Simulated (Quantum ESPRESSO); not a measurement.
# PbS (Galena): band structure with PBE

The system is PbS (Galena).

```
Pb S
1.0
     0.00000    2.96575    2.96575
     2.96575    0.00000    2.96575
     2.96575    2.96575    0.00000
Pb S
1 1
Cartesian
  0.0000 0.0000 0.0000
  2.9657 2.9657 2.9657
```

```json
{
 "Program": "Quantum ESPRESSO 7.5",
 "Task": "band structure",
 "Functional": "PBE",
 "Potentials or basis": "PseudoDojo 0.4.1 SR PBE standard",
 "Cutoff": "762 eV",
 "Density cutoff": "3048 eV",
 "k mesh": "8 × 8 × 8",
 "Occupations": "fermi-dirac, width 0.05 eV",
 "Spin": "no spin polarisation",
 "Mixing beta": "0.5",
 "Most SCF iterations": "120",
 "SCF threshold": "4e-10 Ry"
}
```

| Property | Result |
| --- | --- |
| Pressure | 2.2 GPa |
| Band gap on the k mesh | 0.37 eV, direct |
| Band gap along the path | 0.37 eV, direct |

Levels at the corners of the path, in eV from the valence-band top:
| point | band 6 | band 7 | band 8 | band 9 | band 10 | band 11 | band 12 | band 13 | band 14 | band 15 |
| --- | --- | --- | --- | --- | --- | --- | --- | --- | --- | --- |
| Γ | -13.59 | -6.04 | -2.16 | -2.16 | -2.16 | 5.21 | 5.21 | 5.21 | 6.71 | 6.71 |
| X | -11.92 | -7.20 | -5.20 | -3.44 | -3.44 | 3.86 | 5.58 | 5.68 | 5.68 | 11.05 |
| W | -11.88 | -7.95 | -4.42 | -4.42 | -1.02 | 2.19 | 4.68 | 4.68 | 8.17 | 8.17 |
| K | -11.93 | -7.98 | -4.78 | -2.94 | -2.48 | 3.33 | 4.12 | 5.06 | 6.23 | 10.27 |
| Γ | -13.59 | -6.04 | -2.16 | -2.16 | -2.16 | 5.21 | 5.21 | 5.21 | 6.71 | 6.71 |
| L | -12.35 | -8.85 | -1.78 | -1.78 | 0.00 | 0.37 | 1.96 | 1.96 | 8.67 | 10.15 |
| U | -11.93 | -7.98 | -4.78 | -2.94 | -2.48 | 3.33 | 4.12 | 5.06 | 6.23 | 10.27 |
| W | -11.88 | -7.95 | -4.42 | -4.42 | -1.02 | 2.19 | 4.68 | 4.68 | 8.17 | 8.17 |
| L | -12.35 | -8.85 | -1.78 | -1.78 | 0.00 | 0.37 | 1.96 | 1.96 | 8.67 | 10.15 |
| K | -11.93 | -7.98 | -4.78 | -2.94 | -2.48 | 3.33 | 4.12 | 5.06 | 6.23 | 10.27 |
| U | -11.93 | -7.98 | -4.78 | -2.94 | -2.48 | 3.33 | 4.12 | 5.06 | 6.23 | 10.27 |
| X | -11.92 | -7.20 | -5.20 | -3.44 | -3.44 | 3.86 | 5.58 | 5.68 | 5.68 | 11.05 |

Wall time 63 s on 1 thread of Intel(R) Xeon(R) Platinum 8259CL CPU @ 2.50GHz (Skylake/Cascade Lake), on a shared host, peak memory 0.09 GiB.

Caveat: spin-orbit coupling is left out, which as a rule narrows the gap of such compounds by several tenths of an eV.
